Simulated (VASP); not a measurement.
# Al in VASP: work function with PBE

Aim: the work function of Al with PBE.

All numbers are computed with VASP 6.6.1; they aren't measurements. Logs are shortened: lines on timing, memory, paths and dates and some standing lists are left out, and cuts for length are marked.

**1. The structure**

The cell holds a slab with vacuum, 15 atoms: a = 3.867 Å, b = 10.231 Å, c = 27.067 Å, α = 90.00°, β = 90.00°, γ = 100.89°.

The cell was built by a generator and needn't be a form met in nature.

**2. Work function, PBE**

INCAR

```
SYSTEM = Al
ALGO = Fast ; DIPOL = 0.5 0.5 0.500
EDIFF = 1E-7 ; ENCUT = 520
GGA = PE ; IDIPOL = 3
ISIF = 2 ; ISMEAR = 1
KPAR = 4 ; LASPH = .TRUE.
LCHARG = .TRUE. ; LDIPOL = .TRUE.
LREAL = .FALSE. ; LVACPOTAV = .TRUE.
LVHAR = .TRUE. ; LWAVE = .FALSE.
NELM = 100 ; PREC = Accurate
SIGMA = 0.1
```

KPOINTS

```
k-points
0
G
  9 4 1
  0 0 0
```

POSCAR

```
Al                                      
1.0
    3.8668983000      0.0000000000      0.0000000000
   -1.9334491000     10.0464965000      0.0000000000
    0.0000000000      0.0000000000     27.0674611300
  Al            
    15
Direct
     0.0000000000000000    0.0000000000000000    0.4213272361510165
     0.3999999999999986    0.7999999999999972    0.4213272361510165
     0.7999999999999972    0.6000000000000014    0.4213272361510165
     0.2000000000000028    0.3999999999999986    0.4213272361510165
     0.6000000000000014    0.2000000000000028    0.4213272361510165
     0.8999999999999986    0.7999999999999972    0.5000000000000000
     0.2999999999999972    0.6000000000000014    0.5000000000000000
     0.7000000000000028    0.3999999999999986    0.5000000000000000
     0.1000000000000014    0.2000000000000028    0.5000000000000000
     0.5000000000000000    1.0000000000000000    0.5000000000000000
     0.7999999999999972    0.6000000000000014    0.5786727638489835
     0.2000000000000028    0.3999999999999986    0.5786727638489835
     0.6000000000000014    0.2000000000000028    0.5786727638489835
     1.0000000000000000    1.0000000000000000    0.5786727638489835
     0.3999999999999986    0.7999999999999972    0.5786727638489835
```

Potentials or basis: VASP PAW PBE potentials, release 64 (Al).

On the command line:

```
cat potpaw_PBE.64/Al/POTCAR > POTCAR
mpirun -np 4 vasp_std > vasp.out
```

OUTCAR:

```text
SYSTEM = Al
   EDIFF = 1E-7
   ENCUT = 520
   GGA = PE
   ISIF = 2
   ISMEAR = 1
   LASPH = .TRUE.
   LREAL = .FALSE.
   NELM = 100
   PREC = Accurate

 ion  position               nearest neighbor table
   1  0.000  0.000  0.421-   2 2.79   5 2.79   5 2.79   2 2.79  10 2.88  10 2.88   9 2.93   6 2.93

   2  0.400  0.800  0.421-   3 2.79   1 2.79   3 2.79   1 2.79   6 2.88   6 2.88   7 2.93  10 2.93

   3  0.800  0.600  0.421-   2 2.79   4 2.79   2 2.79   4 2.79   7 2.88   7 2.88   6 2.93   8 2.93
[... 32 lines left out ...]
 A1 = (   1.9334491000, -10.0464965000,   0.0000000000)
 A2 = (   1.9334492000,  10.0464965000,   0.0000000000)
 A3 = (   0.0000000000,   0.0000000000,  27.0674611300)

Analysis of symmetry for initial positions (statically):
=====================================================================
 Subroutine PRICEL returns following result:

  LATTYP: Found a base centered orthorhombic cell.
 ALAT       =     3.8668983000
 B/A-ratio  =     1.0392304861
 C/A-ratio  =     6.9997861413

  Lattice vectors:

 A1 = (  -1.9334491400,   2.0092993000,   0.0000000000)
 A2 = (  -1.9334491600,  -2.0092993000,   0.0000000000)
 A3 = (   0.0000000000,   0.0000000000,  27.0674611300)

   5 primitive cells build up your supercell.

 Routine SETGRP: Setting up the symmetry group for a
 base centered orthorhombic supercell.

 Subroutine GETGRP returns: Found  8 space group operations
 (whereof  8 operations were pure point group operations)
 out of a pool of  8 trial point group operations.

The static configuration has the point symmetry D_2h.

Analysis of symmetry for dynamics (positions and initial velocities):
=====================================================================
 Subroutine PRICEL returns following result:

  LATTYP: Found a base centered orthorhombic cell.
 ALAT       =     3.8668983000
 B/A-ratio  =     1.0392304861
 C/A-ratio  =     6.9997861413

  Lattice vectors:

 A1 = (  -1.9334491400,   2.0092993000,   0.0000000000)
 A2 = (  -1.9334491600,  -2.0092993000,   0.0000000000)
 A3 = (   0.0000000000,   0.0000000000,  27.0674611300)

   5 primitive cells build up your supercell.

 Routine SETGRP: Setting up the symmetry group for a
 base centered orthorhombic supercell.

 Subroutine GETGRP returns: Found  8 space group operations
 (whereof  8 operations were pure point group operations)
 out of a pool of  8 trial point group operations.

The dynamic configuration has the point symmetry D_2h.

 Subroutine INISYM returns: Found  8 space group operations
 (whereof  8 operations are pure point group operations),
 and found     5 'primitive' translations

----------------------------------------------------------------------------------------

                                     Primitive cell

  volume of cell :     210.3076

  direct lattice vectors                    reciprocal lattice vectors
    -1.933449140  2.009299300  0.000000000    -0.258605198  0.248842969  0.000000000
    -1.933449160 -2.009299300  0.000000000    -0.258605198 -0.248842966  0.000000000
     0.000000000  0.000000000 27.067461130     0.000000000  0.000000000  0.036944728

  length of vectors
     2.788460015  2.788460029 27.067461130     0.358886432  0.358886431  0.036944728

  position of ions in fractional coordinates (direct lattice)
     0.000000000  0.000000000  0.421327236
     0.500000000  0.500000000  0.500000000
     0.000000000  0.000000000  0.578672764

  ion indices of the primitive-cell ions
   primitive index   ion index
                 1           1
                 2           6
                 3          14

----------------------------------------------------------------------------------------

 KPOINTS: k-points

[... 34 lines left out ...]
 -----------------------------------------------------------------------------

 WARNING: IBZKPT: internal override: KBLOWUP is changed to .FALSE.
      ... skipping the blow-up phase ...

 Subroutine IBZKPT returns following result:
 ===========================================

 Found     19 irreducible k-points:

 Following reciprocal coordinates:
            Coordinates               Weight
  0.000000  0.000000  0.000000      1.000000
  0.111111 -0.000000  0.000000      2.000000
  0.222222 -0.000000  0.000000      2.000000
  0.333333  0.000000  0.000000      2.000000
  0.444444 -0.000000  0.000000      2.000000
  0.000000  0.250000  0.000000      2.000000
[... 11 lines left out ...]
  0.333333  0.500000  0.000000      2.000000
  0.444444  0.500000  0.000000      2.000000
   k-points           NKPTS =     19   k-points in BZ     NKDIM =     19   number of bands    NBANDS=     30
   number of dos      NEDOS =    301   number of ions     NIONS =     15
   total plane-waves  NPLWV = 504000
   dimension x,y,z NGX =    30 NGY =   80 NGZ =  210
   dimension x,y,z NGXF=    60 NGYF=  160 NGZF=  420
   ions per type =              15
   NGX,Y,Z   is equivalent  to a cutoff of  12.90, 13.00, 12.90 a.u.
   NGXF,Y,Z  is equivalent  to a cutoff of  25.80, 26.00, 25.80 a.u.
 SYSTEM =  Al
   PREC   = accura    normal or accurate (medium, high low for compatibility)
   ISTART =      0    job   : 0-new  1-cont  2-samecut
   ICHARG =      2    charge: 1-file 2-atom 10-const
   ISPIN  =      1    spin polarized calculation?
   LNONCOLLINEAR =      F non collinear calculations
   LSORBIT =      F    spin-orbit coupling
   LASPH  =      T    aspherical Exc in radial PAW
   ENCUT  =  520.0 eV  38.22 Ry    6.18 a.u.   7.19 19.02 50.33*2*pi/ulx,y,z
   NELM   =    100;   NELMIN=  2; NELMDL= -5     # of ELM steps
   EDIFF  = 0.1E-06   stopping-criterion for ELM
   LREAL  =      F    real-space projection
   EDIFFG = 0.1E-05   stopping-criterion for IOM
   NSW    =      0    number of steps for IOM
   IBRION =     -1    ionic relax: 0-MD 1-quasi-New 2-CG
   NFREE  =      0    steps in history (QN), initial steepest desc. (CG)
   ISIF   =      2    stress and relaxation
   ISYM   =      2    0-nonsym 1-usesym 2-fastsym
   POTIM  = 0.5000    time-step for ionic-motion
   TEBEG  =    0.0;   TEEND  =   0.0 temperature during run
   PSTRESS=    0.0 pullay stress
   NELECT =      45.0000    total number of electrons
   NUPDOWN=      -1.0000    fix difference up-down
   EMIN   =  10.00;   EMAX   =-10.00  energy-range for DOS
   EFERMI =   0.00;   METHOD = LEGACY
   ISMEAR =     1;   SIGMA  =   0.10  broadening in eV -4-tet -1-fermi 0-gaus
   EFERMI_NEDOS =   21; number of points for ismear=-14 and -15
   IALGO  =     68    algorithm
   IMIX   =      4    mixing-type and parameters
     AMIX     =   0.40;   BMIX     =  1.00
     AMIX_MAG =   1.60;   BMIX_MAG =  1.00
  volume/ion in A,a.u.               =      70.10       473.08
  Fermi-wavevector in a.u.,A,eV,Ry     =   0.572626  1.082105  4.461350  0.327900
  Thomas-Fermi vector in A             =   1.613575
   LORBIT       =      0    0 simple, 1 ext, 2 COOP (PROOUT), +10 PAW based schemes
   GGA     = PE    functional components
   LHFCALC =     F    Hartree Fock is set to
   AEXX    =    0.0000 exact exchange contribution
   IVDW    =     0    specifies the selected vdW correction
   LEPSILON=     F    determine dielectric tensor
   LRPA    =     F    only Hartree local field effects (RPA)
 non-spin polarized calculation
 RMM-DIIS sequential band-by-band and
 Methfessel and Paxton  Order N= 1 SIGMA  =   0.10
  energy-cutoff  :      520.00
  volume of cell :     1051.54
 maximum number of plane-waves:     28381
 NGX is ok and might be reduce to    30
   NGX = 15   NGY = 37   NGZ =101

 dipolmoment           0.000000      0.000000      0.000000 electrons x Angstroem

 number of electron      44.9999999 magnetization

 dipolmoment           0.000000      0.000000     -0.000000 electrons x Angstroem

 Free energy of the ion-electron system (eV)
  ---------------------------------------------------
  ext. energy  EPLUGINS =         0.00000000
  ---------------------------------------------------
  free energy    TOTEN  =       -51.63474381 eV

  energy without entropy =      -51.63644016  energy(sigma->0) =      -51.63530926

 E-fermi :  -1.3764     XC(G=0):  -3.1211

 val. band max:       -1.3964445907   @ k =   0.3333   0.0000   0.0000
 cond. band min:      -1.3649808406   @ k =  -0.2222   0.2500   0.0000
 fundamental gap:      0.0314637500
 Fermi energy:        -1.3763678905

 k-point     1 :       0.0000    0.0000    0.0000
  band No.  band energies     occupation
      1     -11.7732      2.00000
      2     -10.3197      2.00000
      3     -10.3197      2.00000
      4      -9.7192      2.00000
      5      -8.2803      2.00000
      6      -8.2803      2.00000
[... 616 lines left out ...]
     29      -0.5229     -0.00000
     30       0.0270     -0.00000

------------------------ aborting loop because EDIFF is reached ----------------------------------------

 vacuum level on the upper side and lower side of the slab       (xc-potential included)        -0.114        -0.114

  FORCE on cell =-STRESS in cart. coord.  units (eV):
  Direction    XX          YY          ZZ          XY          YZ          ZX
  --------------------------------------------------------------------------------------
  -------------------------------------------------------------------------------------
  Total       -3.1188513     -5.4682935     -0.1075428     -0.0000000      0.0000000      0.0000000
  in kB       -4.7520428     -8.3317742     -0.1638577     -0.0000000      0.0000000      0.0000000
  external PRESSURE =      -4.4158916 kB  Pullay stress =       0.0000000 kB

 VOLUME and BASIS-vectors are now :
 -----------------------------------------------------------------------------
  energy-cutoff  :      520.00
  volume of cell :     1051.54
      direct lattice vectors                 reciprocal lattice vectors
     3.866898300  0.000000000  0.000000000     0.258605198  0.049768592  0.000000000
    -1.933449100 10.046496500  0.000000000     0.000000000  0.099537187  0.000000000
     0.000000000  0.000000000 27.067461130     0.000000000  0.000000000  0.036944728

 POSITION                                       TOTAL-FORCE (eV/Angst)
 -----------------------------------------------------------------------------------
      0.00000      0.00000     11.40426         0.000000     -0.000000      0.004480
      0.00000      8.03720     11.40426         0.000000     -0.000000      0.004480
      1.93345      6.02790     11.40426         0.000000      0.000000      0.004480
      0.00000      4.01860     11.40426         0.000000      0.000000      0.004480
      1.93345      2.00930     11.40426         0.000000      0.000000      0.004480
      1.93345      8.03720     13.53373        -0.000000      0.000000      0.000000
      0.00000      6.02790     13.53373        -0.000000      0.000000      0.000000
      1.93345      4.01860     13.53373        -0.000000      0.000000      0.000000
      0.00000      2.00930     13.53373        -0.000000      0.000000      0.000000
      1.93345      0.00000     13.53373        -0.000000      0.000000      0.000000
      1.93345      6.02790     15.66320         0.000000      0.000000     -0.004480
      0.00000      4.01860     15.66320         0.000000      0.000000     -0.004480
      1.93345      2.00930     15.66320        -0.000000      0.000000     -0.004480
      0.00000      0.00000     15.66320         0.000000     -0.000000     -0.004480
      0.00000      8.03720     15.66320         0.000000     -0.000000     -0.004480
 -----------------------------------------------------------------------------------
    total drift:                               -0.000000      0.000000      0.000000

  FREE ENERGIE OF THE ION-ELECTRON SYSTEM (eV)
  ---------------------------------------------------
  free  energy   TOTEN  =       -51.6347438091 eV

  energy  without entropy=      -51.6364401593  energy(sigma->0) =      -51.63530926

 vacuum level on the upper side and lower side of the slab         2.944         2.944
```

Run time: 6.7 min. Hardware: 4 MPI ranks of Intel Xeon Platinum 8488C (Sapphire Rapids), shared host; peak memory 1.2 GiB.

What came out:

* Free energy: -51.6347 eV
* Largest force: 0.004 eV/Å
* Band gap on the k mesh: none (metal or under the smearing width)
* Work function of the upper face: 4.32 eV
* Work function of the lower face: 4.32 eV

Forces in eV/Å, atoms in the order of the input:
```
Al   0.000  0.000  0.004
Al   0.000  0.000  0.004
Al   0.000  0.000  0.004
Al   0.000  0.000  0.004
Al   0.000  0.000  0.004
Al   0.000  0.000  0.000
Al   0.000  0.000  0.000
Al   0.000  0.000  0.000
Al   0.000  0.000  0.000
Al   0.000  0.000  0.000
Al   0.000  0.000 -0.004
Al   0.000  0.000 -0.004
Al   0.000  0.000 -0.004
Al   0.000  0.000 -0.004
Al   0.000  0.000 -0.004
```

Levels at points of the mesh, in eV from the Fermi level:
| k point | band 20 | band 21 | band 22 | band 23 | band 24 | band 25 |
| --- | --- | --- | --- | --- | --- | --- |
| (0.00, 0.00, 0.00) | 0.22 | 0.54 | 0.54 | 0.66 | 0.66 | 1.44 |
| (0.00, 0.50, 0.00) | -0.23 | 0.12 | 0.33 | 0.86 | 0.86 | 1.30 |
